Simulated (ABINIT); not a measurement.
# BAs (F-43m) in ABINIT: notebook

One crystal, BAs, is run at these levels: PBE, PBEsol; tasks: single point, relaxation of cell and atoms.

Program: ABINIT 10.8.3 (patched build). These are calculated values, not measurements. Logs are shortened: lines on timing, memory, paths and dates and some standing lists are left out, and cuts for length are marked. The log counts tension as positive stress, the text compression.

## Step 1: The structure

It takes space group F-43m (No. 216, cubic). The conventional cell has a = 4.777 Å, b = 4.777 Å, c = 4.777 Å, α = 90.00°, β = 90.00°, γ = 90.00°. Around As (site symmetry -43m) lie 4 B at 2.07 Å. B (site symmetry -43m) has 4 As at 2.07 Å as nearest neighbours.

## Step 2: Single point, PBE

The input, run.abi:

```
pp_dirpath "./"
pseudos "As_ONCV_PBE-1.2.upf, B_ONCV_PBE-1.2.upf"

acell 6.3832096775 6.3832096775 6.3832096775
rprim
     0.0000000000     0.7071067812     0.7071067812
     0.7071067812     0.0000000000     0.7071067812
     0.7071067812     0.7071067812     0.0000000000
ntypat 2
znucl 33 5
natom 2
typat 1 2
xred
     0.7500000000     0.7500000000     0.7500000000
     0.0000000000     0.0000000000     0.0000000000

ecut 42.0

kptopt 1
ngkpt 8 8 8
nshiftk 1
shiftk 0.0 0.0 0.0

ixc 11

nband 8
occopt 3
tsmear 0.05 eV

nstep 100
tolvrs 1.0e-10

iomode 3
prtwf 0
prteig 0
prtebands 0
enunit 2
prtden 1
prtvha 1
prtvclmb 1
prtpot 1
prtelf 1
```

Potentials or basis: SG15 NC PBE v1.2.

Command:

```console
$ abinit run.abi > log 2>&1
```

run.abo:

```text
.Version 10.8.3 of ABINIT
 Symmetries : space group F-4 3 m (#216); Bravais cF (face-center cubic)
================================================================================
 Values of the parameters that define the memory need of the present run
     intxc =       0    ionmov =       0      iscf =       7    lmnmax =       6
     lnmax =       6     mgfft =      40  mpssoang =       3    mqgrid =    3001
     natom =       2  nloc_mem =       1    nspden =       1   nspinor =       1
    nsppol =       1      nsym =      24    n1xccc =       0    ntypat =       2
    occopt =       3   xclevel =       2
       mpw =        2413          nfft =       64000          nkpt =          29
================================================================================
================================================================================

--------------------------------------------------------------------------------
------------- Echo of variables that govern the present computation ------------
--------------------------------------------------------------------------------
 -outvars: echo values of preprocessed input variables --------
            acell      6.3832096775E+00  6.3832096775E+00  6.3832096775E+00 Bohr
              amu      7.49215900E+01  1.08110000E+01
             ecut      4.20000000E+01 Hartree
           enunit           2
              ixc          11
         kptrlatt        8    0    0      0    8    0      0    0    8
          kptrlen      5.10656774E+01
            natom           2
            nband           8
            ngfft          40      40      40
             nkpt          29
            nstep         100
             nsym          24
           ntypat           2
           occopt           3
        prtebands           0
           prteig           0
           prtelf           1
           prtpot           1
         prtvclmb           1
           prtvha           1
            prtwf           0
            rprim      0.0000000000E+00  7.0710678120E-01  7.0710678120E-01
                       7.0710678120E-01  0.0000000000E+00  7.0710678120E-01
                       7.0710678120E-01  7.0710678120E-01  0.0000000000E+00
          spgroup         216
           tolvrs      1.00000000E-10
           tsmear      1.83746611E-03 Hartree
            typat      1  2
           xangst      3.5827499977E+00  3.5827499977E+00  3.5827499977E+00
                       0.0000000000E+00  0.0000000000E+00  0.0000000000E+00
            xcart      6.7704162732E+00  6.7704162732E+00  6.7704162732E+00
                       0.0000000000E+00  0.0000000000E+00  0.0000000000E+00
             xred      7.5000000000E-01  7.5000000000E-01  7.5000000000E-01
                       0.0000000000E+00  0.0000000000E+00  0.0000000000E+00
            znucl       33.00000    5.00000

================================================================================

 chkinp: Checking input parameters for consistency.

================================================================================
== DATASET  1 ==================================================================

--- !DatasetInfo
iteration_state: {dtset: 1, }
dimensions: {natom: 2, nkpt: 29, mband: 8, nsppol: 1, nspinor: 1, nspden: 1, mpw: 2413, }
cutoff_energies: {ecut:  42.0, pawecutdg:  -1.0, }
electrons: {nelect:   8.00000000E+00, charge:   0.00000000E+00, occopt:   3.00000000E+00, tsmear:   1.83746611E-03, }
meta: {optdriver: 0, ionmov: 0, optcell: 0, iscf: 7, paral_kgb: 0, }
...

 Exchange-correlation functional for the present dataset will be:
  GGA: Perdew-Burke-Ernzerhof functional - ixc=11
  J.P.Perdew, K.Burke, M.Ernzerhof, PRL 77, 3865 (1996)

 Real(R)+Recip(G) space primitive vectors, cartesian coordinates (Bohr,Bohr^-1):
 R(1)=  0.0000000  4.5136108  4.5136108  G(1)= -0.1107761  0.1107761  0.1107761
 R(2)=  4.5136108  0.0000000  4.5136108  G(2)=  0.1107761 -0.1107761  0.1107761
 R(3)=  4.5136108  4.5136108  0.0000000  G(3)=  0.1107761  0.1107761 -0.1107761
 Unit cell volume ucvol=  1.8390873E+02 bohr^3
 Angles (23,13,12)=  6.00000000E+01  6.00000000E+01  6.00000000E+01 degrees

 getcut: wavevector=  0.0000  0.0000  0.0000  ngfft=  40  40  40
         ecut(hartree)=     42.000   => boxcut(ratio)=   2.14798

--- Pseudopotential description ------------------------------------------------
- pspini: atom type   1  psp file is ./As_ONCV_PBE-1.2.upf
12 -101130 2 -1 602                           pspcod,pspxc,lmax,lloc,mmax
     nproj     2     2     2

- pspini: atom type   2  psp file is ./B_ONCV_PBE-1.2.upf
12 -101130 1 -1 602                           pspcod,pspxc,lmax,lloc,mmax
     nproj     2     2     0

   5.23023437E+01                                ecore*ucvol(ha*bohr**3)
--------------------------------------------------------------------------------

================================================================================

--- !BeginCycle
iteration_state: {dtset: 1, }
solver: {iscf: 7, nstep: 100, nline: 4, wfoptalg: 0, }
tolerances: {tolvrs: 1.00E-10, }
...

     iter   Etot(hartree)      deltaE(h)  residm     vres2
 ETOT  1  -9.1447872481325    -9.145E+00 8.130E-02 1.720E+02
 ETOT  2  -9.1710385900948    -2.625E-02 3.426E-04 3.877E+01
 ETOT  3  -9.1764856740245    -5.447E-03 3.094E-04 1.207E-01
 ETOT  4  -9.1764950064789    -9.332E-06 1.143E-05 3.531E-03
 ETOT  5  -9.1764951613195    -1.548E-07 7.219E-06 1.285E-04
 ETOT  6  -9.1764951654444    -4.125E-09 3.053E-07 1.177E-06
 ETOT  7  -9.1764951654870    -4.257E-11 2.766E-07 3.119E-08
 ETOT  8  -9.1764951654880    -1.044E-12 1.071E-08 8.059E-10
 ETOT  9  -9.1764951654880     1.776E-15 1.134E-08 5.190E-12

 At SCF step    9       vres2   =  5.19E-12 < tolvrs=  1.00E-10 =>converged.

 Compute ELF
--------------------------------------------------------------------------------

 Compute kinetic energy density

 Compute gradient of the electron density
 Electron Localization Function (ELF) [min:0;max:1]
)     Maximum=    9.4156E-01  at reduced coord.    0.8750    0.8750    0.8750
)     Minimum=    7.1981E-07  at reduced coord.    0.0000    0.0000    0.0000
   Integrated=    7.9205E+01

--------------------------------------------------------------------------------
 End of ELF section

 Cartesian components of stress tensor (hartree/bohr^3)
  sigma(1 1)= -9.04865843E-05  sigma(3 2)=  0.00000000E+00
  sigma(2 2)= -9.04865843E-05  sigma(3 1)=  0.00000000E+00
  sigma(3 3)= -9.04865843E-05  sigma(2 1)=  0.00000000E+00

--- !ResultsGS
iteration_state: {dtset: 1, }
comment   : Summary of ground state results
lattice_vectors:
- [  0.0000000,   4.5136108,   4.5136108, ]
- [  4.5136108,   0.0000000,   4.5136108, ]
- [  4.5136108,   4.5136108,   0.0000000, ]
lattice_lengths: [   6.38321,    6.38321,    6.38321, ]
lattice_angles: [ 60.000,  60.000,  60.000, ] # degrees, (23, 13, 12)
lattice_volume:   1.8390873E+02
convergence: {deltae:  1.776E-15, res2:  5.190E-12, residm:  1.134E-08, diffor: null, }
etotal    :  -9.17649517E+00
entropy   :   0.00000000E+00
fermie    :   3.02138202E-01
cartesian_stress_tensor: # hartree/bohr^3
- [ -9.04865843E-05,   0.00000000E+00,   0.00000000E+00, ]
- [  0.00000000E+00,  -9.04865843E-05,   0.00000000E+00, ]
- [  0.00000000E+00,   0.00000000E+00,  -9.04865843E-05, ]
pressure_GPa:   2.6622E+00
xred      :
- [  7.5000E-01,   7.5000E-01,   7.5000E-01, As]
- [  0.0000E+00,   0.0000E+00,   0.0000E+00,  B]
cartesian_forces: # hartree/bohr
- [ -0.00000000E+00,  -0.00000000E+00,  -0.00000000E+00, ]
- [ -0.00000000E+00,  -0.00000000E+00,  -0.00000000E+00, ]
force_length_stats: {min:   0.00000000E+00, max:   0.00000000E+00, mean:   0.00000000E+00, }
...

 Integrated electronic density in atomic spheres:
 ------------------------------------------------
 Atom  Sphere_radius  Integrated_density
    1        2.00000          2.54296937
    2        2.00000          2.56378149
================================================================================

 ----iterations are completed or convergence reached----

 Mean square residual over all n,k,spin=   52.770E-12; max=  11.342E-09
 reduced coordinates (array xred) for    2 atoms
       0.750000000000      0.750000000000      0.750000000000
       0.000000000000      0.000000000000      0.000000000000
 rms dE/dt=  0.0000E+00; max dE/dt=  0.0000E+00; dE/dt below (all hartree)
    1       0.000000000000      0.000000000000      0.000000000000
    2       0.000000000000      0.000000000000      0.000000000000

 cartesian coordinates (angstrom) at end:
    1      3.58274999765917     3.58274999765917     3.58274999765917
    2      0.00000000000000     0.00000000000000     0.00000000000000

 cartesian forces (hartree/bohr) at end:
    1     -0.00000000000000    -0.00000000000000    -0.00000000000000
    2     -0.00000000000000    -0.00000000000000    -0.00000000000000
 frms,max,avg= 0.0000000E+00 0.0000000E+00   0.000E+00  0.000E+00  0.000E+00 h/b

 cartesian forces (eV/Angstrom) at end:
    1     -0.00000000000000    -0.00000000000000    -0.00000000000000
    2     -0.00000000000000    -0.00000000000000    -0.00000000000000
 frms,max,avg= 0.0000000E+00 0.0000000E+00   0.000E+00  0.000E+00  0.000E+00 e/A
 length scales=  6.383209677500  6.383209677500  6.383209677500 bohr
              =  3.377849091457  3.377849091457  3.377849091457 angstroms
 Fermi (or HOMO) energy (hartree) =   0.30214   Average Vxc (hartree)=  -0.37287
 Eigenvalues (hartree) for nkpt=  29  k points:
 kpt#   1, nband=  8, wtk=  0.00195, kpt=  0.0000  0.0000  0.0000 (reduced coord)
  -0.28402    0.28059    0.28059    0.28059    0.40140    0.40140    0.40140    0.45258
      occupation numbers for kpt#   1
   2.00000    1.99998    1.99998    1.99998    0.00000    0.00000    0.00000    0.00000
 prteigrs : prtvol=0 or 1, do not print more k-points.

 Fermi (or HOMO) energy (eV) =   8.22160   Average Vxc (eV)= -10.14624
 Eigenvalues (   eV  ) for nkpt=  29  k points:
 kpt#   1, nband=  8, wtk=  0.00195, kpt=  0.0000  0.0000  0.0000 (reduced coord)
  -7.72857    7.63535    7.63535    7.63535   10.92257   10.92257   10.92257   12.31536
 prteigrs : prtvol=0 or 1, do not print more k-points.

--- !EnergyTerms
iteration_state     : {dtset: 1, }
comment             : Components of total free energy in Hartree
kinetic             :  4.10008452016008E+00
hartree             :  6.26222689155775E-01
xc                  : -2.69318659242677E+00
Ewald energy        : -9.96670934033224E+00
psp_core            :  2.84392943789864E-01
local_psp           : -3.05894543511267E+00
non_local_psp       :  1.53164605384641E+00
internal            : -9.17649516091955E+00
'-kT*entropy'       : -4.56845979518564E-09
total_energy        : -9.17649516548800E+00
total_energy_eV     : -2.49705154332471E+02
band_energy         :  3.18001037607408E-01
...

 Cartesian components of stress tensor (hartree/bohr^3)
  sigma(1 1)= -9.04865843E-05  sigma(3 2)=  0.00000000E+00
  sigma(2 2)= -9.04865843E-05  sigma(3 1)=  0.00000000E+00
  sigma(3 3)= -9.04865843E-05  sigma(2 1)=  0.00000000E+00

-Cartesian components of stress tensor (GPa)         [Pressure=  2.6622E+00 GPa]
- sigma(1 1)= -2.66220722E+00  sigma(3 2)=  0.00000000E+00
- sigma(2 2)= -2.66220722E+00  sigma(3 1)=  0.00000000E+00
- sigma(3 3)= -2.66220722E+00  sigma(2 1)=  0.00000000E+00

== END DATASET(S) ==============================================================
================================================================================

 -outvars: echo values of variables after computation  --------
            acell      6.3832096775E+00  6.3832096775E+00  6.3832096775E+00 Bohr
           etotal     -9.1764951655E+00
            fcart     -0.0000000000E+00 -0.0000000000E+00 -0.0000000000E+00
                      -0.0000000000E+00 -0.0000000000E+00 -0.0000000000E+00
            rprim      0.0000000000E+00  7.0710678120E-01  7.0710678120E-01
                       7.0710678120E-01  0.0000000000E+00  7.0710678120E-01
                       7.0710678120E-01  7.0710678120E-01  0.0000000000E+00
           strten     -9.0486584323E-05 -9.0486584323E-05 -9.0486584323E-05
                       0.0000000000E+00  0.0000000000E+00  0.0000000000E+00
           xangst      3.5827499977E+00  3.5827499977E+00  3.5827499977E+00
                       0.0000000000E+00  0.0000000000E+00  0.0000000000E+00
             xred      7.5000000000E-01  7.5000000000E-01  7.5000000000E-01
                       0.0000000000E+00  0.0000000000E+00  0.0000000000E+00
 Calculation completed.
```

Run time: 16 s. Hardware: 1 thread of Arm Neoverse V1, shared host; peak memory 0.07 GiB.

Results:

| Item | Value |
| --- | --- |
| Free energy | -249.7052 eV |
| Pressure | 2.7 GPa |
| Band gap on the k mesh | 1.21 eV, indirect (least direct gap 3.29 eV) |
| Valence electrons inside the program's atomic spheres | As 2.54; B 2.56 |

## Step 3: Relaxation of cell and atoms, PBE

The input, run.abi:

```
# Pseudopotentials
pp_dirpath "./"
pseudos "As.upf, B.upf"

# Structure
acell 3*1.0
rprim
     0.0000000000     4.5136108487     4.5136108487
     4.5136108487     0.0000000000     4.5136108487
     4.5136108487     4.5136108487     0.0000000000
ntypat 2
znucl 33 5
natom 2
typat 1 2
chkprim 0
chksymtnons 0
tolsym 1.0e-6
xred
            3/4            3/4            3/4
            0.0            0.0            0.0

# Plane-wave basis
ecut 38.0
ecutsm 0.5

# k points
kptopt 1
ngkpt 8 8 8
nshiftk 1
shiftk 0.0 0.0 0.0

# Exchange and correlation
ixc 11

# Bands and occupations
nband 13
occopt 3
tsmear 0.05 eV

# SCF cycle
nstep 80
tolvrs 1.0e-12

# Output
iomode 3
prteig 0
prtebands 0
prtwf 0
prtden 0

# Relaxation
ionmov 22
optcell 2
ntime 50
tolmxf 2.0e-5
dilatmx 1.08
```

Potentials or basis: PseudoDojo NC SR PBE v0.4.1 standard.

Command:

```console
$ abinit run.abi > log 2>&1
```

Run time: 2.4 min. Hardware: 1 thread of Arm Neoverse V1, shared host; peak memory 0.09 GiB.

Results (log left out):

```
Free energy            : -2966.2879 eV
Band gap on the k mesh : 1.23 eV, indirect (least direct gap 3.27 eV)
```

Caveat: the cutoff is too short for stress, so the log's stress isn't used.

## Step 4: Single point, PBE (cell relaxed)

The input, run.abi:

```
pp_dirpath "./"
pseudos "As.upf, B.upf"

acell 6.427427455 6.427427455 6.427427455
rprim
     0.0000000000     0.7071067812     0.7071067812
     0.7071067812     0.0000000000     0.7071067812
     0.7071067812     0.7071067812     0.0000000000
ntypat 2
znucl 33 5
natom 2
typat 1 2
xred
     0.7500000000     0.7500000000     0.7500000000
     0.0000000000     0.0000000000     0.0000000000
chkprim 0
chksymtnons 0
tolsym 1.0e-6

ecut 38.0

kptopt 1
ngkpt 8 8 8
nshiftk 1
shiftk 0.0 0.0 0.0

ixc 11

nband 13
occopt 3
tsmear 0.05 eV

nstep 100
tolvrs 1.0e-10

iomode 3
prtwf 0
prtden 0
prteig 0
prtebands 0
enunit 2
```

Command:

```console
$ abinit run.abi > log 2>&1
```

It took 24 s on 1 thread of Arm Neoverse V1, shared host; peak memory 0.07 GiB.

Results (log left out):

| Property | Result |
| --- | --- |
| Free energy | -2966.2903 eV |
| Band gap on the k mesh | 1.23 eV, indirect (least direct gap 3.27 eV) |
| Valence electrons inside the program's atomic spheres | As 12.45; B 2.52 |

Levels at points of the mesh, in eV from the valence-band top:
```tsv
k point	band 5	band 6	band 7	band 8	band 9	band 10	band 11	band 12	band 13
(0.00, 0.00, 0.00)	-35.87	-15.21	0.00	0.00	0.00	3.27	3.27	3.27	4.43
(0.50, 0.00, 0.00)	-35.86	-12.42	-8.63	-1.78	-1.78	2.58	4.78	4.78	8.87
(0.50, 0.50, 0.00)	-35.86	-11.14	-8.40	-3.99	-3.99	1.48	1.48	11.19	11.19
```

Caveat: the cutoff is too short for stress, so the log's stress isn't used. A k mesh can miss the band edges.

## Step 5: Single point, PBEsol

The input, run.abi:

```
# Pseudopotentials
pp_dirpath "./"
pseudos "As.upf, B.upf"

# Structure
acell 3*1.0 Angstrom
rprim
     0.0000000000     2.3885000000     2.3885000000
     2.3885000000     0.0000000000     2.3885000000
     2.3885000000     2.3885000000     0.0000000000
ntypat 2
znucl 33 5
natom 2
typat 1 2
xred
     0.7500000000     0.7500000000     0.7500000000
     0.0000000000     0.0000000000     0.0000000000

# Plane-wave basis
ecut 38.0

# k points
kptopt 1
ngkpt 8 8 8
nshiftk 1
shiftk 0.0 0.0 0.0

# Exchange and correlation
ixc -116133

# Bands and occupations
nband 13
occopt 3
tsmear 0.00183747

# SCF cycle
nstep 100
tolvrs 1.0e-10

# Output
iomode 3
prtwf 0
prteig 0
prtebands 0
prtden 1
prtvha 1
prtvclmb 1
prtpot 1
prtelf 1
```

Potentials or basis: PseudoDojo NC SR PBEsol v0.4.1 standard.

Command:

```console
$ abinit run.abi > log 2>&1
```

Run time: 24 s. Hardware: 1 thread of Arm Neoverse V1, shared host; peak memory 0.07 GiB.

It converged, with:

```yaml
Free_energy: -2962.5608 eV
Pressure: -2.1 GPa
Band_gap_on_the_k_mesh: 1.11 eV, indirect (least direct gap 3.25 eV)
Valence_electrons_inside_the_program's_atomic_spheres: As 12.47; B 2.53
```

Levels at points of the mesh, in eV from the valence-band top:
| k point | band 6 | band 7 | band 8 | band 9 | band 10 | band 11 | band 12 | band 13 |
| --- | --- | --- | --- | --- | --- | --- | --- | --- |
| (0.00, 0.00, 0.00) | -15.44 | 0.00 | 0.00 | 0.00 | 3.25 | 3.25 | 3.25 | 4.67 |
| (0.50, 0.00, 0.00) | -12.56 | -8.82 | -1.83 | -1.83 | 2.66 | 4.75 | 4.75 | 8.76 |
| (0.50, 0.50, 0.00) | -11.26 | -8.52 | -4.10 | -4.10 | 1.33 | 1.36 | 11.37 | 11.37 |

## Step 6: Overview

| task | level | potentials or basis | cell | cutoff (eV) | cell freedom (optcell) | optimiser (ionmov) | cutoff smearing ecutsm (Ha) | force stop (Ha/bohr) | gap on the mesh (eV) | pressure (GPa) |
| --- | --- | --- | --- | --- | --- | --- | --- | --- | --- | --- |
| single point | PBE | SG15 NC PBE v1.2 | as given | 1143 | - | - | - | - | 1.21 | 2.7 |
| relaxation of cell and atoms | PBE | PseudoDojo NC SR PBE v0.4.1 standard | relaxed | 1034 | 2 | 22 | 0.5 | 2e-05 | 1.23 | - |
| single point | PBE | PseudoDojo NC SR PBE v0.4.1 standard | cell relaxed | 1034 | - | - | - | - | 1.23 | - |
| single point | PBEsol | PseudoDojo NC SR PBEsol v0.4.1 standard | as given | 1034 | - | - | - | - | 1.11 | -2.1 |

Alike in all rows: no spin polarisation; k mesh 8 × 8 × 8; smearing fermi-dirac 0.05 eV.

Total energies depend on the potentials used, so only differences within one code and one set of settings carry meaning.
